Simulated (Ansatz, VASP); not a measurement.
# One calculation of GaN, two programs

```xyz
8
Lattice="3.2490 0.0000 0.0000 -1.6245 2.8137 0.0000 0.0000 0.0000 10.5993" Properties=species:S:1:pos:R:3 pbc="T T T"
Ga    0.0000    0.0000   -0.0037
Ga    0.0000    1.8758    2.6492
Ga    0.0000    0.0000    5.2960
Ga    1.6245    0.9379    7.9489
N     0.0000    0.0000    1.9887
N     0.0000    1.8758    4.6402
N     0.0000    0.0000    7.2884
N     1.6245    0.9379    9.9398
```

Alike in both runs: task single point; functional PBE; k mesh 9 × 9 × 2; no spin polarisation.

|  | VASP | Ansatz |
| --- | --- | --- |
| version | VASP 6.6.1 | Ansatz 0.2.0 |
| potentials or method | VASP PAW PBE potentials, release 64 (Ga_d, N) | plane waves, PAW |
| plane-wave cutoff (eV) | 520 | 420 |
| occupations | gaussian, width 0.01 eV | fixed |
| valence electrons in the cell | 72 | 72 |

|  | VASP | Ansatz | Ansatz less VASP |
| --- | --- | --- | --- |
| gap on the k mesh at the Fermi level (eV) | 1.43 | 1.43 | -0.004 |
| pressure (GPa) | -4.6 | -4.8 | -0.13 |

Expect the measured gap to be larger: semilocal functionals such as PBE lack the derivative discontinuity.
